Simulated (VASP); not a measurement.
Ta, 2 atoms in the cell. The structure is orthorhombic, space group Fmmm (No. 69). Conventional cell: a = 3.153 Å, b = 4.749 Å, c = 10.011 Å, α = 90.00°, β = 90.00°, γ = 90.00°. Around Ta (site symmetry mm2) lie 7 Ta at 2.71 to 2.85 Å. The cell was built by a generator and needn't be a form met in nature.

```yaml
Program: VASP 6.6.1
Task: relaxation of cell and atoms
Functional: r2SCAN
Potentials_or_basis: VASP PAW PBE potentials, release 64 (Ta_pv)
Cutoff: 600 eV
k_mesh: 6 × 6 × 6
Occupations: gaussian, width 0.1 eV
Spin: no spin polarisation
Dipole_correction: no
Further_INCAR_settings: ALGO = Normal; EDIFF = 1e-07; IBRION = 2; EDIFFG = -0.04; NSW = 90; ISIF = 3
```

Potentials or basis: VASP PAW PBE potentials, release 64 (Ta_pv).

Command:

```sh
$ cat potpaw_PBE.64/Ta_pv/POTCAR > POTCAR
$ cp INCAR.step1 INCAR
$ mpirun -np 1 vasp_std > vasp.out
$ cp INCAR.step2 INCAR
$ mpirun -np 1 vasp_std > vasp.out
```

Hardware: 1 thread of Intel(R) Xeon(R) Platinum 8559C (Emerald Rapids) (shared host).

Task: How long does it take, and how much memory?

Result: Wall time 15 min on 1 thread of Intel(R) Xeon(R) Platinum 8559C (Emerald Rapids), on a shared host, peak memory 0.24 GiB. Counts: scf iterations 124, k points 46, ion steps 10.
